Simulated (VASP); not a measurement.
RbBr:

```
CELL_PARAMETERS angstrom
0.00000 3.46083 3.46083
3.46083 0.00000 3.46083
3.46083 3.46083 0.00000
ATOMIC_POSITIONS crystal
Rb 0.00000 0.00000 0.00000
Br 0.50000 0.50000 0.50000
```

The cell was built by a generator and needn't be a form met in nature.

Base run:

```yaml
Program: VASP 6.6.1
Functional: PBE
Potentials_or_basis: VASP PAW PBE potentials, release 64 (Rb_sv, Br)
Cutoff: 520 eV
k_mesh: 4 × 4 × 4
Occupations: gaussian, width 0.01 eV
Spin: no spin polarisation
```

Its results: band gap on the k mesh 4.29 eV, direct; pressure 0.6 GPa.

The run is repeated on the same cell with these changes: functional from PBE to HSE06; further incar settings from ALGO = Normal; EDIFF = 1e-06; NBANDS = 15 to ALGO = Normal; EDIFF = 1e-07; NBANDS = 15. What comes out?

Band gap on the k mesh 5.44 eV, direct; pressure 0.3 GPa.

Caveats: the PAW data sets were made with another functional, which shifts forces and pressure a little (some runs).

